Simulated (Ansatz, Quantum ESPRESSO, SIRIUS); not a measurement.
FeO: energy against volume and a worked fit

Symmetry: Pm-3m, No. 221, cubic system. Conventional cell: a = 2.612 Å, b = 2.612 Å, c = 2.612 Å, α = 90.00°, β = 90.00°, γ = 90.00°. Fe (site symmetry m-3m) has 8 O at 2.26 Å as nearest neighbours. O (site symmetry m-3m) has 8 Fe at 2.26 Å as nearest neighbours.

The cell comes from a database or a generator and needn't be the stable form of this composition.

The cell was scaled at fixed shape and fractions and run with SIRIUS, all-electron FP-LAPW, apw+lo standard; PBE, k mesh 10 × 10 × 10 on the cell of 2 atoms, fermi-dirac occupations of 0.05 eV, collinear spin, ferromagnetic start, no spin-orbit coupling. Energies are those that the program minimises, any entropy of the smearing included. For a metal such a mesh isn't converged to the digits shown. The magnetic state is the one that the start led to, which needn't be the lowest.

```tsv
V (Å³/atom)	energy over the lowest row (meV/atom)
8.3801	66.94
8.5584	41.96
8.7367	?
8.9150	10.44
9.0934	2.93
9.2717	0.00
9.4500	1.40
```

Question: Fit the third-order Birch-Murnaghan form, give V0, B0 and B′, and predict the energy left open.

Answer: With y = (V0/V)^(2/3), E = E0 + (9 V0 B0/16) [(y - 1)³ B′ + (y - 1)² (6 - 4y)]. Least squares through the rows shown give V0 = 9.2999 Å³/atom, E0 = -0.05 meV, B0 = 197.0 GPa (1 eV/Å³ = 160.218 GPa) and B′ = 4.21, with a largest miss of 0.05 meV. At V = 8.7367 the form with these constants gives 23.32 meV; the run gave 23.19 meV an atom. Other set-ups at this level, from all their volumes (Å³/atom, GPa): Ansatz, Ansatz PAW (earlier soft set): V0 9.308, B0 199; Quantum ESPRESSO, SSSP 1.3 efficiency PBE: V0 9.341, B0 198.5.
